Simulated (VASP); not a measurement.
Input of a VASP 6.6.1 run:

File INCAR:

```
SYSTEM = CdS
PREC = Accurate
ENCUT = 520
EDIFF = 1E-6
ISMEAR = 0
SIGMA = 0.01
LREAL = .False.
LASPH = .True.
NELM = 100
ALGO = Fast
ISIF = 2
LWAVE = .False.
LCHARG = .False.
GGA = PE
NBANDS = 16
```

Contents of KPOINTS:

```
regular mesh
0
Gamma
  12 12 12
  0 0 0
```

POSCAR

```
CdS
1.0
    0.0000000000      2.7474986728      2.7474986728
    2.7474986728      0.0000000000      2.7474986728
    2.7474986728      2.7474986728      0.0000000000
Cd S
1 1
Direct
    0.0000000000      0.0000000000      0.0000000000
    0.5000000000      0.5000000000      0.5000000000
```

Potentials or basis: VASP PAW PBE potentials, release 64 (Cd, S).

Run with:

```console
$ cat potpaw_PBE.64/Cd/POTCAR potpaw_PBE.64/S/POTCAR > POTCAR
$ mpirun -np 1 vasp_std > vasp.out
```

Estimate the band gap on the k mesh.

0.25 eV, indirect (least direct gap 1.57 eV).

What does it give for the pressure?

0.4 GPa.

A k mesh can miss the band edges. PBE gaps usually lie below the measured ones, often by a third to a half.
